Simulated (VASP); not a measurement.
# Te2Mo (P6_3/mmc) in VASP: further runs, part 2 of 2

VASP 6.6.1. The steps go on from the part before.

### Step 3. Band structure, HSE06

The input, POSCAR:

```
Te2Mo                                   
1.0
    3.4956786070      0.0000000000      0.0000000000
   -1.7478393035      3.0273464772      0.0000000000
    0.0000000000      0.0000000000     13.6948374266
  Te              Mo            
     4     2
Direct
     0.3333333332999970    0.6666666667000030    0.6172428416304356
     0.6666666667000030    0.3333333332999970    0.1172428416304356
     0.3333333332999970    0.6666666667000030    0.8827571583695644
     0.6666666667000030    0.3333333332999970    0.3827571583695644
     0.3333333332999970    0.6666666667000030    0.2500000000000000
     0.6666666667000030    0.3333333332999970    0.7500000000000000
```

The input, INCAR.step1:

```
SYSTEM = Te2Mo
  PREC = Accurate
  ENCUT = 520
  EDIFF = 1E-5
  ISMEAR = 0
  SIGMA = 0.03
  LREAL = .False.
  LASPH = .True.
  NELM = 80
  ALGO = Normal
  ISIF = 2
  LWAVE = .True.
  LCHARG = .False.
  LMAXMIX = 4
  NBANDS = 35
  KPAR = 4
  GGA = PE
```

The input, INCAR.step2:

```
SYSTEM = Te2Mo
  PREC = Accurate
  ENCUT = 520
  EDIFF = 1E-7
  ISMEAR = 0
  SIGMA = 0.03
  LREAL = .False.
  LASPH = .True.
  NELM = 80
  ALGO = Normal
  ISIF = 2
  LWAVE = .False.
  LCHARG = .False.
  LMAXMIX = 4
  GGA = PE
  LHFCALC = .True.
  HFSCREEN = 0.2
  PRECFOCK = Fast
  NBANDS = 35
  KPAR = 4
  ISTART = 1
```

The input, KPOINTS:

```
regular mesh
0
Gamma
  6 6 2
  0 0 0
```

The input, KPOINTS_OPT:

```
explicit points
6
Reciprocal
 0.0000000000  0.0000000000  0.0000000000 1
 0.0000000000  0.0000000000  0.5000000000 1
 0.3333333333  0.3333333333  0.5000000000 1
 0.3333333333  0.3333333333  0.0000000000 1
 0.5000000000  0.0000000000  0.5000000000 1
 0.5000000000  0.0000000000  0.0000000000 1
```

Potentials or basis: VASP PAW PBE potentials, release 64 (Te, Mo_sv).

Command:

```bash
cat potpaw_PBE.64/Te/POTCAR potpaw_PBE.64/Mo_sv/POTCAR > POTCAR
cp INCAR.step1 INCAR
mpirun -np 4 vasp_std > vasp.out
cp INCAR.step2 INCAR
mpirun -np 4 vasp_std > vasp.out
```

It took 71 min on 4 MPI ranks of Intel Xeon Platinum 8488C (Sapphire Rapids), shared host; peak memory 0.51 GiB.

It converged, with:

| Item | Value |
| --- | --- |
| Free energy | -43.6906 eV |
| Pressure | -0.4 GPa |
| Largest force | 0.548 eV/Å |
| Band gap on the k mesh | 1.11 eV, indirect (least direct gap 1.46 eV) |
| Band gap along the path | 1.39 eV, indirect (least direct gap 1.46 eV) |

Forces in eV/Å, atoms in the order of the input:
```
Te   0.000  0.000  0.548
Te   0.000  0.000  0.548
Te   0.000  0.000 -0.548
Te   0.000  0.000 -0.548
Mo   0.000  0.000  0.000
Mo   0.000  0.000  0.000
```

Stress tensor (GPa, compression positive):
```
-0.03  0.00  0.00
 0.00 -0.03  0.00
 0.00  0.00 -1.01
```

Levels at points of the mesh, in eV from the valence-band top:
```tsv
k point	band 23	band 24	band 25	band 26	band 27	band 28	band 29	band 30
(0.00, 0.00, 0.00)	-1.14	-1.14	-0.29	0.00	3.48	3.48	3.67	3.67
(0.50, 0.00, 0.00)	-1.28	-1.18	-0.78	-0.35	1.76	1.85	1.94	2.42
(0.00, 0.00, 0.50)	-1.17	-1.17	-0.08	-0.08	3.52	3.52	3.52	3.52
(0.50, 0.00, 0.50)	-1.20	-1.20	-0.57	-0.57	1.79	1.79	2.20	2.20
```

Caveat: the PAW data sets were made with another functional, which shifts forces and pressure a little; spin-orbit coupling is left out, which moves the levels of the heavy elements; this functional lacks dispersion, which binds the layers, so the pressure and a relaxed spacing across them are unreliable.

### Step 4. Band structure, PBE0

POSCAR is that of step 3.

INCAR.step1 is that of step 3.

Edit INCAR.step2 of step 3 so:

```diff
@@ -16,4 +16,5 @@
   LHFCALC = .True.
-  HFSCREEN = 0.2
+  AEXX = 0.25
   PRECFOCK = Fast
+  HFRCUT = -1
   NBANDS = 35
```

KPOINTS is that of step 3.

KPOINTS_OPT is that of step 3.

Command:

```bash
cat potpaw_PBE.64/Te/POTCAR potpaw_PBE.64/Mo_sv/POTCAR > POTCAR
cp INCAR.step1 INCAR
mpirun -np 4 vasp_std > vasp.out
cp INCAR.step2 INCAR
mpirun -np 4 vasp_std > vasp.out
```

It took 79 min on 4 MPI ranks of Intel Xeon Platinum 8488C (Sapphire Rapids), shared host; peak memory 0.41 GiB.

Results (log left out):

| Quantity | Value |
| --- | --- |
| Free energy | -47.9217 eV |
| Pressure | -0.5 GPa |
| Largest force | 0.560 eV/Å |
| Band gap on the k mesh | 1.73 eV, indirect (least direct gap 2.09 eV) |
| Band gap along the path | 2.02 eV, indirect (least direct gap 2.09 eV) |

Forces on the atoms (eV/Å):
```
Te   0.000  0.000  0.560
Te   0.000  0.000  0.560
Te   0.000  0.000 -0.560
Te   0.000  0.000 -0.560
Mo   0.000  0.000  0.000
Mo   0.000  0.000  0.000
```

Stress tensor (GPa, compression positive):
```
-0.20  0.00  0.00
 0.00 -0.20  0.00
 0.00  0.00 -0.97
```

Levels at points of the mesh, in eV from the valence-band top:
| k point | band 22 | band 23 | band 24 | band 25 | band 26 | band 27 | band 28 | band 29 | band 30 | band 31 |
| --- | --- | --- | --- | --- | --- | --- | --- | --- | --- | --- |
| (0.00, 0.00, 0.00) | -1.23 | -1.17 | -1.17 | -0.30 | 0.00 | 4.14 | 4.14 | 4.34 | 4.34 | 4.37 |
| (0.50, 0.00, 0.00) | -2.24 | -1.31 | -1.21 | -0.80 | -0.36 | 2.42 | 2.51 | 2.60 | 3.10 | 3.81 |
| (0.00, 0.00, 0.50) | -1.19 | -1.19 | -1.19 | -0.08 | -0.08 | 4.18 | 4.18 | 4.18 | 4.18 | 4.63 |
| (0.50, 0.00, 0.50) | -2.41 | -1.23 | -1.23 | -0.58 | -0.58 | 2.45 | 2.45 | 2.88 | 2.88 | 4.32 |

Caveat: the PAW data sets were made with another functional, which shifts forces and pressure a little; spin-orbit coupling is left out, which moves the levels of the heavy elements; this functional lacks dispersion, which binds the layers, so the pressure and a relaxed spacing across them are unreliable.

### Step 5. Band structure, PBE-EpsX

POSCAR is that of step 4.

The input, INCAR.step1:

```
SYSTEM = Te2Mo
  PREC = Accurate
  ENCUT = 520
  EDIFF = 1E-8
  ISMEAR = 0
  SIGMA = 0.03
  LREAL = .False.
  LASPH = .True.
  NELM = 80
  ALGO = Normal
  ISIF = 2
  LWAVE = .False.
  LCHARG = .False.
  LMAXMIX = 4
  KPAR = 4
  GGA = PE
  LEPSILON = .True.
```

The input, KPOINTS.step1:

```
Automatic mesh
0
G
  9 9 2
  0 0 0
```

The input, INCAR.step2:

```
SYSTEM = Te2Mo
  PREC = Accurate
  ENCUT = 520
  EDIFF = 1E-5
  ISMEAR = 0
  SIGMA = 0.03
  LREAL = .False.
  LASPH = .True.
  NELM = 80
  ALGO = Normal
  ISIF = 2
  LWAVE = .True.
  LCHARG = .False.
  LMAXMIX = 4
  NBANDS = 35
  KPAR = 4
  GGA = PE
```

The input, KPOINTS.step2:

```
regular mesh
0
Gamma
  6 6 2
  0 0 0
```

The input, INCAR.step3:

```
SYSTEM = Te2Mo
  PREC = Accurate
  ENCUT = 520
  EDIFF = 1E-7
  ISMEAR = 0
  SIGMA = 0.03
  LREAL = .False.
  LASPH = .True.
  NELM = 80
  ALGO = Normal
  ISIF = 2
  LWAVE = .False.
  LCHARG = .False.
  LMAXMIX = 4
  GGA = PE
  LHFCALC = .True.
  AEXX = 0.0548
  PRECFOCK = Fast
  HFRCUT = -1
  NBANDS = 35
  KPAR = 4
  ISTART = 1
```

The input, KPOINTS.step3:

```
regular mesh
0
Gamma
  6 6 2
  0 0 0
```

KPOINTS_OPT is that of step 4.

Command:

```bash
cat potpaw_PBE.64/Te/POTCAR potpaw_PBE.64/Mo_sv/POTCAR > POTCAR
cp INCAR.step1 INCAR
cp KPOINTS.step1 KPOINTS
mpirun -np 4 vasp_std > vasp.out
cp INCAR.step2 INCAR
cp KPOINTS.step2 KPOINTS
mpirun -np 4 vasp_std > vasp.out
cp INCAR.step3 INCAR
cp KPOINTS.step3 KPOINTS
mpirun -np 4 vasp_std > vasp.out
```

Run time: 66 min. Hardware: 4 MPI ranks of Intel Xeon Platinum 8488C (Sapphire Rapids), shared host; peak memory 0.68 GiB.

Results (log left out):

```
Free energy             : -38.4536 eV
Pressure                : 2.8 GPa
Largest force           : 0.111 eV/Å
Band gap on the k mesh  : 0.93 eV, indirect (least direct gap 1.26 eV)
Band gap along the path : 1.17 eV, indirect (least direct gap 1.26 eV)
```

Forces on the atoms (eV/Å):
```
Te   0.000  0.000  0.111
Te   0.000  0.000  0.111
Te   0.000  0.000 -0.111
Te   0.000  0.000 -0.111
Mo   0.000  0.000  0.000
Mo   0.000  0.000  0.000
```

Stress tensor (GPa, compression positive):
```
2.86 0.00 0.00
0.00 2.86 0.00
0.00 0.00 2.69
```

Levels at points of the mesh, in eV from the valence-band top:
```csv
k point,band 24,band 25,band 26,band 27,band 28,band 29
"(0.00, 0.00, 0.00)",-1.05,-0.20,0.00,3.15,3.15,3.33
"(0.50, 0.00, 0.00)",-1.07,-0.69,-0.28,1.51,1.59,1.66
"(0.00, 0.00, 0.50)",-1.07,-0.05,-0.05,3.19,3.19,3.19
"(0.50, 0.00, 0.50)",-1.08,-0.49,-0.49,1.54,1.54,1.90
```

Caveat: the PAW data sets were made with another functional, which shifts forces and pressure a little; spin-orbit coupling is left out, which moves the levels of the heavy elements.

### Step 6. Summary

| level | screening parameter | exchange at q = 0 | share of exact exchange | gap on the mesh (eV) | pressure (GPa) | largest force (eV/Å) |
| --- | --- | --- | --- | --- | --- | --- |
| PBE | - | - | - | 0.71 | 3.7 | 0.01 |
| HSE06 | 0.2 1/A | - | - | 1.11 | -0.4 | 0.55 |
| PBE0 | - | truncated | - | 1.73 | -0.5 | 0.56 |
| PBE-EpsX | - | truncated | 0.0548 | 0.93 | 2.8 | 0.11 |

Alike in all rows: task band structure; potentials or basis VASP PAW PBE potentials, release 64 (Te, Mo_sv); no spin polarisation; cell as given; k mesh 6 × 6 × 2; cutoff (eV) 520; smearing gaussian 0.03 eV.

On the cell as given the gap runs from 0.71 eV (PBE) to 1.73 eV (PBE0). The pressure there spans -0.5 GPa (PBE0) to 3.7 GPa (PBE); a positive pressure means that this level wants a larger cell, a negative one a smaller.

Caveats: spin-orbit coupling is left out, which moves the levels of the heavy elements; this functional lacks dispersion, which binds the layers, so the pressure and a relaxed spacing across them are unreliable (some runs); the PAW data sets were made with another functional, which shifts forces and pressure a little (some runs).

Absolute energies hang on the potentials; compare differences alone.

### Step 7. Comparison with measurements

Step 2. Measured gap of Te2Mo: 0.88 eV (indirect; 300 K; quoted in “Broadband infrared study of pressure-tunable Fano resonance and metallization transition in 2H-MoTe2”, 2022, pmc:9569381). This calculation gives 0.71 eV (-0.17 eV). Spin-orbit coupling on Mo, Te is left out. The value is that of PBE on a finite k mesh, which can miss the band edges, without temperature or zero-point motion. Semilocal functionals fall short of measured gaps as a rule.

Step 3. Measured gap of Te2Mo: 0.88 eV (indirect; 300 K; quoted in “Broadband infrared study of pressure-tunable Fano resonance and metallization transition in 2H-MoTe2”, 2022, pmc:9569381). This calculation gives 1.11 eV (+0.23 eV). Spin-orbit coupling on Mo, Te is left out. The value is that of HSE06 on a finite k mesh, which can miss the band edges, without temperature or zero-point motion.

Step 4. Measured gap of Te2Mo: 0.88 eV (indirect; 300 K; quoted in “Broadband infrared study of pressure-tunable Fano resonance and metallization transition in 2H-MoTe2”, 2022, pmc:9569381). This calculation gives 1.73 eV (+0.85 eV). Spin-orbit coupling on Mo, Te is left out. The value is that of PBE0 on a finite k mesh, which can miss the band edges, without temperature or zero-point motion.

Step 5. Measured gap of Te2Mo: 0.88 eV (indirect; 300 K; quoted in “Broadband infrared study of pressure-tunable Fano resonance and metallization transition in 2H-MoTe2”, 2022, pmc:9569381). This calculation gives 0.93 eV (+0.05 eV). Spin-orbit coupling on Mo, Te is left out. The value is that of PBE-EpsX on a finite k mesh, which can miss the band edges, without temperature or zero-point motion.
